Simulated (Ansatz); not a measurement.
Compressing CoSn2

Theory: DFT PBEsol, scalar-relativistic, plane waves, PAW (Ansatz). (420 eV cutoff, 8×8×8 k-mesh, Gaussian smearing of 0.10 eV, no spin polarisation)

Starting point, cell and atoms relaxed:

```xyz
6
Lattice="-3.1398 3.1398 2.6988 3.1398 -3.1398 2.6988 3.1398 3.1398 -2.6988" Properties=species:S:1:pos:R:3 pbc="T T T"
Co    0.0000    0.0000    1.3494
Co    0.0000    0.0000    4.0481
Sn    1.0445    4.1843    0.0000
Sn    2.0953    1.0445    0.0000
Sn    2.0953   -1.0445    2.6988
Sn    1.0445    2.0953    2.6988
```

Cell and atoms are relaxed at each pressure within the symmetry of the start, at zero temperature, so transitions that lower the symmetry aren't seen. The k-mesh given is that at zero pressure and may differ at others.

(1) Give the structure at 12 GPa.

Results:

(1)
```xyz
6
Lattice="-3.0575 3.0575 2.6221 3.0575 -3.0575 2.6221 3.0575 3.0575 -2.6221" Properties=species:S:1:pos:R:3 pbc="T T T"
Co    0.0000    0.0000    1.3111
Co    0.0000    0.0000    3.9332
Sn    1.0124    4.0699    0.0000
Sn    2.0452    1.0124    0.0000
Sn    2.0452   -1.0124    2.6221
Sn    1.0124    2.0452    2.6221
```
Symmetry: I4/mcm, No. 140, tetragonal system. Conventional cell: a = 6.115 Å, b = 6.115 Å, c = 5.244 Å, α = 90.00°, β = 90.00°, γ = 90.00°. Co (site symmetry 422) is surrounded by 2 Co at 2.62 Å and 8 Sn at 2.63 Å. Sn (site symmetry m2m) has 4 Co at 2.63 Å and 3 Sn at 2.86 to 3.00 Å as nearest neighbours.